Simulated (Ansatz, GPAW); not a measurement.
This is a calculation of CsH for GPAW 26.7.0 (ASE script). The cell comes from a database or a generator and needn't be the stable form of this composition.

run.py

```python
from ase import Atoms
from ase.dft.bandgap import bandgap
from ase.io import write
from ase.units import GPa
from gpaw import GPAW, PW

atoms = Atoms(['Cs', 'H'],
              cell=[[3.81840854, 0.0, 0.0],
                    [0.0, 3.81840854, 0.0],
                    [0.0, 0.0, 3.81840854]],
              scaled_positions=[[0.0, 0.0, 0.0],
                                [0.5, 0.5, 0.5]],
              pbc=True)

calc = GPAW(mode=PW(600),
            xc='LDA',
            kpts={'size': (7, 7, 7), 'gamma': True},
            occupations={'name': 'methfessel-paxton', 'order': 0, 'width': 0.02},
            nbands=13,
            convergence={'density': 1e-05, 'energy': 1e-05},
            maxiter=150,
            txt='gpaw.txt')
atoms.calc = calc
energy = atoms.get_potential_energy()
forces = atoms.get_forces()
stress = atoms.get_stress()
calc.write('gs.gpw')
write('result.traj', atoms)
print(f'Energy: {energy:.6f} eV')
print('Forces (eV/A):')
print(forces.round(4))
print('Stress (GPa):', (stress / GPa).round(3))
print('Fermi level:', round(calc.get_fermi_level(), 4), 'eV')
print(f'Gap: {bandgap(calc)[0]:.4f} eV, direct: {bandgap(calc, direct=True)[0]:.4f} eV')
```

Potentials or basis: the program's PAW data sets (release 1.2.1) made for this functional, pw.

Command:

```bash
$ OMP_NUM_THREADS=1 python run.py
```

Problem. What does the same run look like in Ansatz 0.2.0? Potentials or basis there: Ansatz PAW, cutoff 420 eV.

Solution. As run (cutoffs and basis follow the program's own potentials, and thresholds, step limits or extra output files can differ):

Contents of input.yaml:

```yaml
crystal:
  lattice:
    - [3.81840854, 0.0, 0.0]
    - [0.0, 3.81840854, 0.0]
    - [0.0, 0.0, 3.81840854]
  atoms:
    - { symbol: Cs, position: [0.0, 0.0, 0.0] }
    - { symbol: H, position: [0.5, 0.5, 0.5] }
hamiltonian:
  xc: lda
  pseudopotentials: { kind: paw }
kpoints:
  mp_grid: { grid: [7, 7, 7] }
scf:
  occupations: { method: gaussian, width: 0.02 }
output:
  forces: true
  stress: true
  eigenvalues: true
  write_density: true
  write_potential: true
  elf: true
  volumetric_format: npy
```

Potentials or basis: Ansatz PAW.

Command:

```bash
$ ansatz run input.yaml --threads 1 --pin off --max-ram 3584MiB --backend cpu --events-out ev --progress --plain --runs-dir out
```

Both were run:

|  | GPAW | Ansatz |
| --- | --- | --- |
| Pressure | -1.9 GPa | -1.9 GPa |

Ansatz's pressure holds a Pulay term of +0.03 GPa for its cutoff of 420 eV, which the other run lacks.

Ansatz's potentials were made for PBE.

Where Ansatz's input types no cutoff or centring, it takes its own default and a Γ-centred mesh.

The two programs' LDA may be different fits to the electron gas.

Pressure is positive in compression.
